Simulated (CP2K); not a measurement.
The system is BN.

```
CELL_PARAMETERS angstrom
4.11208 0.00000 0.00000
1.14102 2.22635 0.00000
2.97106 -0.81903 2.07022
ATOMIC_POSITIONS crystal
N 0.66665 0.66665 0.33335
B 0.00005 0.00005 0.99995
```

Measurements of this composition are mostly on another form, of space group No. 194.

Base run:

```yaml
Program: CP2K 2026.2
Functional: AM05
Potentials_or_basis: POTENTIAL_UZH N GTH-PBE-q5, B GTH-PBE-q3; TZVP-MOLOPT-PBE-GTH basis
Density_cutoff: 9184 eV
k_mesh: 13 × 13 × 13
Occupations: fermi-dirac, width 0.05 eV
Spin: no spin polarisation
```

Its results: band gap on the k mesh 3.83 eV, indirect (least direct gap 4.55 eV); pressure 3.1 GPa; largest force 0.012 eV/Å.

Problem. After a change of settings the same cell gave: band gap on the k mesh 3.86 eV, indirect (least direct gap 4.63 eV); pressure 1.9 GPa; largest force 0.035 eV/Å. Which change was it?
A. functional from AM05 to vdW-DF-cx
B. functional from AM05 to r2SCAN
C. functional from AM05 to RPBE
D. functional from AM05 to LDA

Solution. A.

Caveats: the potentials were made for another functional, which shifts forces and pressure; an odd mesh through Γ misses points on the zone boundary, where band edges often lie; the basis of atomic orbitals isn't converged, which shifts pressures, moduli and gaps.

Runs at the PBE level aren't shown here.
